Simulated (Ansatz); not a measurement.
The system is Ga.

```
CELL_PARAMETERS angstrom
2.77842 0.00000 0.00000
0.00000 3.28161 0.00000
-1.34343 0.00000 3.99027
ATOMIC_POSITIONS crystal
Ga 0.13460 0.75000 0.77017
Ga 0.86540 0.25000 0.22983
```

This isn't the form of Ga at room conditions, which is orthorhombic.

```yaml
Program: Ansatz 0.2.0
Task: single point
Functional: PBEsol
Potentials_or_basis: Ansatz PAW
Cutoff: "420 eV (not typed: the program's choice for these potentials)"
k_mesh: 10 × 8 × 7
Occupations: fermi-dirac, width 0.05 eV
Spin: no spin polarisation
```

On this cell: pressure -0.7 GPa; largest force 0.071 eV/Å; band gap on the k mesh none (metal or under the smearing width).

The same run follows on a disturbed copy (atoms moved at random, drawn with an rms of 0.05 Å):

```
Ga
1.0
     2.77842    0.00000    0.00000
     0.00000    3.28161    0.00000
    -1.34343    0.00000    3.99027
Ga
2
Cartesian
  -0.6658 2.4533 3.0615
  2.0773 0.8443 0.9079
```

Task: What changes?

Result: The energy (extrapolated to zero smearing) moves by +0.4 meV/atom; pressure -0.7 GPa; largest force 0.083 eV/Å; band gap on the k mesh none (metal or under the smearing width).

Forces in eV/Å, atoms in the order of the input:
```
Ga  -0.013  0.057 -0.060
Ga   0.013 -0.057  0.060
```

Stress tensor (GPa, compression positive):
```
-0.08  0.02 -0.37
 0.02 -1.70  0.01
-0.37  0.01 -0.23
```

Caveats: the PAW data sets come from PBE, with cores solved anew for the run's functional, which leaves a small shift of forces and pressure.
